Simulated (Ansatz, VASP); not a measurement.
# Te: VASP beside Ansatz, part 2 of 2

Wanted: the spread between two codes on one cell, functional and k mesh.

VASP 6.6.1 and Ansatz 0.2.0.

So far. Step 2 (VASP: band structure, LDA): The path was typed for another setting of this lattice: F, F1, X, X1 and Y lie outside the first zone, so these labels don't mark the standard points and true extrema may be missed. At this level the cell is under a tension of 2.8 GPa, so at these settings it is away from equilibrium.

This is not the structure that Te takes at ambient pressure and room temperature (space group No. 152 or space group No. 154); it is a model or a phase of other conditions.

## (7) VASP: band structure, LDA, spin-orbit coupling

Level of this step: LDA, spin-orbit coupling; plane waves and PAW (Te) (VASP).

The same cell, functional (in two slightly different forms), mesh and smearing now go to VASP, with its own data sets and cutoff.

File INCAR:

```
SYSTEM = Te
PREC = Accurate
ENCUT = 400
EDIFF = 1E-06
NELM = 100
ISMEAR = -1
SIGMA = 0.05
LREAL = .FALSE.
ALGO = Normal
GGA = CA
LNONCOLLINEAR = .TRUE.
MAGMOM = 0 0 0 0 0 0 0 0 0
NBANDS = 30
GGA_COMPAT = .FALSE.
LASPH = .TRUE.
LSORBIT = .TRUE.
LORBIT = 11
LWAVE = .FALSE.
LCHARG = .FALSE.
KPAR = 4
```

File POSCAR:

```
Te
1.0
    3.8202894285     -2.1482026000      0.0000000000
    3.8202894285      2.1482026000      0.0000000000
   -0.0942908673      0.0000000000      5.9760906531
Te
3
Direct
    0.6905533900      0.6905533900      0.6611905100
    0.3094466100      0.3094466100      0.3388094900
    0.0000000000      0.0000000000      0.0000000000
```

File KPOINTS:

```
Automatic mesh
0
Gamma
7 7 5
0 0 0
```

File KPOINTS_OPT:

```
Line mode
16
Line-mode
Reciprocal
  0.00000000   0.00000000   0.00000000 GAMMA
  0.50000000   0.50000000  -1.00000000 Y

  0.50000000   0.50000000  -1.00000000 Y
  0.10634868   0.10634868  -1.47794325 F

  0.10634868   0.10634868  -1.47794325 F
  0.50000000   0.50000000  -0.50000000 L

  0.50000000   0.50000000  -0.50000000 L
  0.67252566   0.32747434  -0.50000000 I

  0.32747434  -0.32747434   0.50000000 I1
  0.00000000   0.00000000   0.50000000 Z

  0.00000000   0.00000000   0.50000000 Z
  0.89365132   0.89365132   0.47794325 F1

  0.50000000   0.50000000  -1.00000000 Y
  0.54490434   0.45509566  -1.00000000 X1

  0.45509566  -0.45509566   0.00000000 X
  0.00000000   0.00000000   0.00000000 GAMMA

  0.00000000   0.00000000   0.00000000 GAMMA
  0.50000000   0.00000000  -0.50000000 N

  0.50000000   0.00000000   0.00000000 M
  0.00000000   0.00000000   0.00000000 GAMMA
```

Potentials, in the order of the species: Te (LDA family, release 64).

Command:

```console
$ mpirun -np 4 vasp_ncl
```

Numbers of over 12 decimals in the logs are rounded to 6 here.

The program printed:

```text
[... set-up lines as in an earlier step ...]
 entering main loop
       N       E                     dE             d eps       ncg     rms          rms(c)
DAV:   1     0.656058812375E+02    0.65606E+02   -0.54642E+03  4320   0.774E+02
DAV:   2    -0.624957456262E+01   -0.71855E+02   -0.68988E+02  5640   0.138E+02
DAV:   3    -0.115866272748E+02   -0.53371E+01   -0.52628E+01  5328   0.390E+01
DAV:   4    -0.116958009699E+02   -0.10917E+00   -0.10909E+00  5286   0.661E+00
[...]
DAV:  11    -0.116698298710E+02   -0.27819E-05   -0.35118E-05  4814   0.314E-02    0.221E-02
DAV:  12    -0.116698283316E+02    0.15394E-05   -0.21187E-06  4854   0.936E-03    0.920E-03
DAV:  13    -0.116698282569E+02    0.74692E-07   -0.80552E-07  2560   0.498E-03
   1 F= -.11669828E+02 E0= -.11666800E+02  d E =-.605742E-02  mag=     0.0000     0.0000    -0.0000
 Start KPOINTS_OPT (optional k-point list driver)
k-point batch [1-72\160]
       N       E                     dE             ncg
DAV:   1     0.648647029853E+04   -0.16748E+05     4320
DAV:   2     0.127633998402E+04   -0.52101E+04     5810
DAV:   3     0.883751856025E+03   -0.39259E+03     5252
DAV:   4     0.875713866896E+03   -0.80380E+01     5192
DAV:   5     0.875503794430E+03   -0.21007E+00     5158
DAV:   6     0.875493281445E+03   -0.10513E-01     5514
DAV:   7     0.875493098051E+03   -0.18339E-03     5130
DAV:   8     0.875493088923E+03   -0.91278E-05     3726
DAV:   9     0.875493088359E+03   -0.56369E-06     3250
[...]
k-point batch [145-160\160]
       N       E                     dE             ncg
DAV:   1     0.187522906512E+05   -0.13206E+04      960
DAV:   2     0.175786207911E+05   -0.11737E+04     1314
DAV:   3     0.174879526080E+05   -0.90668E+02     1178
DAV:   4     0.174861325770E+05   -0.18200E+01     1182
DAV:   5     0.174860898269E+05   -0.42750E-01     1136
DAV:   6     0.174860876276E+05   -0.21993E-02     1278
DAV:   7     0.174860875935E+05   -0.34044E-04     1132
DAV:   8     0.174860875919E+05   -0.15869E-05      794
DAV:   9     0.174860875918E+05   -0.14625E-06      736
```

Parts of OUTCAR (step 7):

```text
  Total       -1.5261258     -1.4215210     -1.5966043      0.0000000      0.0000000      0.0142751
  in kB      -24.9277025    -23.2190899    -26.0788965      0.0000000      0.0000000      0.2331688
  external PRESSURE =     -24.7418963 kB  Pullay stress =       0.0000000 kB

 POSITION                                       TOTAL-FORCE (eV/Angst)
 -----------------------------------------------------------------------------------
      5.21388      0.00000      3.95133        -0.095515      0.000000      0.048993
      2.33240      0.00000      2.02476         0.095515      0.000000     -0.048993
      0.00000      0.00000      0.00000         0.000000      0.000000      0.000000
 -----------------------------------------------------------------------------------
    total drift:                                0.000000     -0.000000      0.000000

  FREE ENERGIE OF THE ION-ELECTRON SYSTEM (eV)
  ---------------------------------------------------
  free  energy   TOTEN  =       -11.6698282569 eV

  energy  without entropy=      -11.6637708381  energy(sigma->0) =      -11.66679955

 magnetization (x)
# of ion       s       p       d       tot
------------------------------------------
    1        0.000   0.000   0.000   0.000
    2        0.000   0.000   0.000   0.000
    3        0.000   0.000   0.000   0.000
--------------------------------------------------
tot          0.000   0.000   0.000   0.000

 magnetization (y)
# of ion       s       p       d       tot
------------------------------------------
    1       -0.000  -0.000  -0.000  -0.000
    2       -0.000  -0.000  -0.000  -0.000
    3        0.000   0.000   0.000   0.000
--------------------------------------------------
tot         -0.000  -0.000  -0.000  -0.000

 magnetization (z)
# of ion       s       p       d       tot
------------------------------------------
    1        0.000   0.000   0.000   0.000
    2        0.000   0.000   0.000   0.000
    3        0.000   0.000   0.000   0.000
--------------------------------------------------
tot          0.000   0.000   0.000   0.000

[... 1 part as in an earlier step ...]

[... 2 further parts left out ...]
[key lines of the parts left out:]
E-fermi :   6.2994
```

At this level the cell is under a tension of 2.5 GPa, so at these settings it is away from equilibrium.

## (8) Comparison

What differs besides the data sets and the points named for the pairs above, as far as they apply: spin-orbit coupling enters by fully relativistic files in Ansatz and inside the spheres in VASP; the data sets hold 48 valence electrons in Ansatz (fully relativistic PAW (standard-fr) files) and 18 in VASP. Total energies have different zeros and are not compared.

Both answers:

| quantity | Ansatz | VASP | difference |
| --- | --- | --- | --- |
| pressure (GPa) | -2.53 | -2.47 | -0.05 |

Forces (eV/Å; atoms numbered as in POSCAR):

| atom | Ansatz x, y, z | VASP x, y, z |
| --- | --- | --- |
| Te1 | -0.082, 0.000, 0.043 | -0.096, 0.000, 0.049 |
| Te2 | 0.082, 0.000, -0.043 | 0.096, 0.000, -0.049 |
| Te3 | 0.000, 0.000, 0.000 | 0.000, 0.000, 0.000 |

The forces differ by 6.9 meV/Å r.m.s., which is 13.7 % of the r.m.s. force of 0.05 eV/Å (both taken over all components). Levels from 3 eV below to 2 eV above the Fermi level differ by 11 meV r.m.s. and 25 meV at most; each VASP level is matched to the nearest of Ansatz, which flatters the figure a little. Ansatz's pressure holds a Pulay correction of 0.04 GPa; VASP's holds none.

## (9) VASP: single point, LDA, spin-orbit coupling

With cell and atoms fixed, the geometry can't cause a difference; cores, projectors, grids and the points listed under the comparison can.

INCAR: that of step 7 with these lines changed.

```diff
@@ -5,3 +5,3 @@
 NELM = 100
-ISMEAR = -1
+ISMEAR = -5
 SIGMA = 0.05
@@ -20 +20,2 @@
 KPAR = 4
+NEDOS = 2001
```

POSCAR is that of step 7.

KPOINTS is that of step 7.

Command:

```console
$ mpirun -np 4 vasp_ncl
```

The program printed:

```text
[... set-up lines as in an earlier step ...]
 entering main loop
       N       E                     dE             d eps       ncg     rms          rms(c)
DAV:   1     0.656111686216E+02    0.65611E+02   -0.54642E+03  4320   0.774E+02
DAV:   2    -0.624558386774E+01   -0.71857E+02   -0.69145E+02  5640   0.138E+02
DAV:   3    -0.115836131586E+02   -0.53380E+01   -0.52750E+01  5328   0.390E+01
DAV:   4    -0.116928511523E+02   -0.10924E+00   -0.10910E+00  5286   0.661E+00
[...]
DAV:  12    -0.116674573137E+02   -0.13372E-05   -0.18113E-06  4712   0.879E-03    0.813E-03
DAV:  13    -0.116674595737E+02   -0.22600E-05   -0.74568E-07  2532   0.483E-03    0.444E-03
DAV:  14    -0.116674603162E+02   -0.74254E-06   -0.15081E-07  2478   0.246E-03
   1 F= -.11667460E+02 E0= -.11667460E+02  d E =0.000000E+00  mag=    -0.0000    -0.0000     0.0000
 -----------------------------------------------------------------------------
|                                                                             |
|           W    W    AA    RRRRR   N    N  II  N    N   GGGG   !!!           |
|           W    W   A  A   R    R  NN   N  II  NN   N  G    G  !!!           |
|           W    W  A    A  R    R  N N  N  II  N N  N  G       !!!           |
|           W WW W  AAAAAA  RRRRR   N  N N  II  N  N N  G  GGG   !            |
|           WW  WW  A    A  R   R   N   NN  II  N   NN  G    G                |
|           W    W  A    A  R    R  N    N  II  N    N   GGGG   !!!           |
|                                                                             |
|     Tetrahedron method does not include variations of the Fermi             |
|     occupations, so forces and stress will be inaccurate. We suggest        |
|     using a different smearing scheme ISMEAR = 1 or 2 for metals in         |
|     relaxations.                                                            |
|                                                                             |
 -----------------------------------------------------------------------------
```

From OUTCAR (step 9):

```text
  Total       -1.5976043     -1.4906339     -1.4549327      0.0000000      0.0000000      0.0296419
  in kB      -26.0952298    -24.3479783    -23.7648351      0.0000000      0.0000000      0.4841705
  external PRESSURE =     -24.7360144 kB  Pullay stress =       0.0000000 kB

 POSITION                                       TOTAL-FORCE (eV/Angst)
 -----------------------------------------------------------------------------------
      5.21388      0.00000      3.95133        -0.076137      0.000000      0.028418
      2.33240      0.00000      2.02476         0.076137      0.000000     -0.028418
      0.00000      0.00000      0.00000        -0.000000      0.000000     -0.000000
 -----------------------------------------------------------------------------------
    total drift:                                0.000000     -0.000000      0.000000

  FREE ENERGIE OF THE ION-ELECTRON SYSTEM (eV)
  ---------------------------------------------------
  free  energy   TOTEN  =       -11.6674603162 eV

  energy  without entropy=      -11.6674603162  energy(sigma->0) =      -11.66746032

 magnetization (y)
# of ion       s       p       d       tot
------------------------------------------
    1       -0.000   0.000  -0.000  -0.000
    2       -0.000   0.000  -0.000  -0.000
    3       -0.000  -0.000   0.000  -0.000
--------------------------------------------------
tot         -0.000   0.000  -0.000  -0.000

[... 4 parts as in an earlier step ...]

[... 1 further part left out ...]
[key lines of the parts left out:]
E-fermi :   6.2180
```

The run ends at a pressure of -2.47 GPa, with forces up to 0.081 eV/Å.

## (10) Ansatz: single point, LDA, spin-orbit coupling

The same cell, functional (in two slightly different forms), mesh and smearing now go to Ansatz, which takes its cutoff from its data sets.

File input.yaml:

```yaml
crystal:
  lattice:
    - [3.8202894285, -2.1482026, 0.0]
    - [3.8202894285, 2.1482026, 0.0]
    - [-0.0942908673, 0.0, 5.9760906531]
  atoms:
    - { symbol: Te, position: [0.69055339, 0.69055339, 0.66119051] }
    - { symbol: Te, position: [0.30944661, 0.30944661, 0.33880949] }
    - { symbol: Te, position: [0.0, 0.0, 0.0] }
hamiltonian:
  xc: lda
  pseudopotentials: { kind: paw_fr }
magnetization:
  noncollinear: true
  spin_orbit: true
kpoints:
  mp_grid: { grid: [7, 7, 5] }
scf:
  occupations: { method: tetrahedron }
output:
  forces: true
  stress: true
```

Command:

```console
$ ansatz run input.yaml --threads 2 --pin off --max-ram 4608MiB --backend cpu --events-out ev --progress --plain --runs-dir out
```

The program printed:

```text
Warning: output.forces, output.stress, relax.cell or npt_langevin: where a Kohn–Sham band that disperses or a degenerate level is filled in part under the method tetrahedron, the forces or the stress that this run publishes need not agree with its energy (scf.occupations.method in the input reference, under Limitations); prefer a smearing scheme for the forces or the stress
[...]
k-point 0: bands = [... 44 lower, 7.5483, 7.5483, 7.7507, 7.7507, 9.4161, 9.4161, 10.3758, 10.3758, ... 6 higher]
  k-point 1: bands = [... 44 lower, 7.7814, 7.7814, 7.9572, 7.9572, 9.1550, 9.1550, 10.0181, 10.0181, ... 6 higher]
  k-point 2: bands = [... 44 lower, 8.0427, 8.0427, 8.5430, 8.5430, 8.8183, 8.8183, 9.3634, 9.3634, ... 6 higher]
  k-point 71: bands = [... 44 lower, 7.8852, 7.8852, 8.4472, 8.4472, 10.0662, 10.0662, 10.2211, 10.2211, ... 6 higher]
[key lines of the parts left out:]
SCF converged after 8 iterations
Magnetization: |M| = 0.0000 μB,  M = (+0.0000, +0.0000, +0.0000) μB
Free energy (F): -20489.332167 eV
Fermi energy:    8.967294 eV
P = ⅓ Tr σ = -2.5267 GPa (-25.267 kbar)
```

The job ended after 52 s (2 threads of Arm Neoverse N1, shared host; peak memory 0.86 GiB; 1.7 min of CPU time).

The run ends at a pressure of -2.53 GPa, with forces up to 0.068 eV/Å.

## (11) Side by side

The two programs side by side:

| quantity | Ansatz | VASP | difference |
| --- | --- | --- | --- |
| pressure (GPa) | -2.53 | -2.47 | -0.05 |

Forces (eV/Å; atoms numbered as in POSCAR):

| atom | Ansatz x, y, z | VASP x, y, z |
| --- | --- | --- |
| Te1 | -0.063, 0.000, 0.025 | -0.076, 0.000, 0.028 |
| Te2 | 0.063, 0.000, -0.025 | 0.076, 0.000, -0.028 |
| Te3 | 0.000, 0.000, 0.000 | 0.000, 0.000, 0.000 |

The forces differ by 6.4 meV/Å r.m.s., which is 16.7 % of the r.m.s. force of 0.04 eV/Å (both taken over all components). Ansatz's pressure holds a Pulay correction of 0.04 GPa; VASP's holds none.

## (12) What came out

```
r.m.s. difference of levels near the Fermi level (band structure, LDA)                      : 5.0 meV
r.m.s. force difference (band structure, LDA)                                               : 7.1 meV/Å
r.m.s. difference of levels near the Fermi level (band structure, LDA, spin-orbit coupling) : 11 meV
r.m.s. force difference (band structure, LDA, spin-orbit coupling)                          : 6.9 meV/Å
r.m.s. force difference (single point, LDA, spin-orbit coupling)                            : 6.4 meV/Å
```

The r.m.s. force difference is 7.1 meV/Å (band structure, LDA), within the 12 meV/Å picked in this series as the mark of a large difference. Band structure, LDA, Ansatz's all-electron LAPW method: the difference in pressure goes from -0.065 to -0.045 GPa. 3 further runs of this series are not shown here. How closely two codes agree says nothing of how well the functional describes the real material.

[Lines on the potential files, build, host, timing and source positions are cut from VASP's logs without a mark.]

[Logs are printed without paths, hosts, clocks, repeated set-up lines and the standing remarks that a program may print on its own settings, such as how far it seeks lower states.]

[Hosts, paths, dates, database ids (printed as entryN), source tags and the programs' standing remarks are cut or masked in the printed files.]
